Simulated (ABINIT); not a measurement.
Runs of ABINIT 10.8.3 (patched build) on Sn. It takes space group Fd-3m (No. 227, cubic). The conventional cell has a = 6.467 Å, b = 6.467 Å, c = 6.467 Å, α = 90.00°, β = 90.00°, γ = 90.00°. Around Sn (site symmetry -43m) lie 4 Sn at 2.80 Å. This isn't the form of Sn at room conditions, which is tetragonal (white tin).

```tsv
task	level	potentials or basis	cell	k mesh	cutoff (eV)	smearing	stop of the response cycle (tolvrs)	acoustic sum rule (asr)	bands in the sums	broadening (eV)	scissor shift (eV)	gap on the mesh (eV)	pressure (GPa)
phonons	PBEsol	PseudoDojo NC SR PBEsol v0.4.1 standard	as given	8 × 8 × 8	871	fermi-dirac 0.1 eV	1e-10	1	-	-	-	none	0.6
single point	PBE	PseudoDojo NC SR PBE v0.5 stringent	as given	5 × 5 × 5	1225	fermi-dirac 0.05 eV	-	-	-	-	-	none	3.3
single point	LDA	PseudoDojo NC SR LDA v0.4.1 standard	as given	5 × 5 × 5	871	fermi-dirac 0.05 eV	-	-	-	-	-	none	-
phonons	PBEsol	PseudoDojo NC SR PBEsol v0.4.1 standard	as given	8 × 8 × 8	871	fermi-dirac 0.136 eV	1e-10	1	-	-	-	none	0.6
phonons	PBE	PseudoDojo NC SR PBE v0.4.1 standard	as given	8 × 8 × 8	952	fermi-dirac 0.2 eV	1e-09	2	-	-	-	none	4.0
single point	PBE	PseudoDojo NC SR PBE v0.4.1 standard	as given	5 × 5 × 5	952	fermi-dirac 0.05 eV	-	-	-	-	-	none	4.0
optical spectrum	PBE	PseudoDojo NC SR PBE v0.5 stringent	as given	8 × 8 × 8, with 4 shifts	1225	cold (ABINIT) 0.2 eV	-	-	30	0.2	0	-	(a)
relaxation of cell and atoms	LDA	PseudoDojo NC SR LDA v0.4.1 standard	relaxed	5 × 5 × 5	980	fermi-dirac 0.05 eV	-	-	-	-	-	none	0.0
single point	PBE	PseudoDojo NC SR PBE v0.4.1 standard	as given	5 × 5 × 5	871	fermi-dirac 0.05 eV	-	-	-	-	-	none	-
phonons	PBE	PseudoDojo NC SR PBE v0.4.1 standard	as given	8 × 8 × 8	871	fermi-dirac 0.136 eV	1e-09	1	-	-	-	none	-
positron lifetime	PBEsol	JTH PAW PBE v2.0	as given	5 × 5 × 5	272	methfessel-paxton 0.1 eV	-	-	-	-	-	none	-
positron lifetime	LDA	JTH PAW LDA v2.0	as given	5 × 5 × 5	272	gaussian 0.2 eV	-	-	-	-	-	none	-
```

Alike in all rows: no spin polarisation.

Estimate the missing entries.

(a) 3.1.

Caveats: the PAW basis is incomplete for the positron (some runs); the cell is more than 3 GPa from zero pressure, which shifts response properties (some runs); the intraband (Drude) term is left out (some runs); spectra need much finer meshes, so this one isn't converged (some runs); the PAW data sets were made with another functional, which shifts forces and pressure a little (some runs).

A k mesh can miss the band edges, and the runs leave out spin-orbit coupling on Sn.

A gap of «none» marks a metal or a gap under the smearing width.

Not every run made on this cell is shown here.
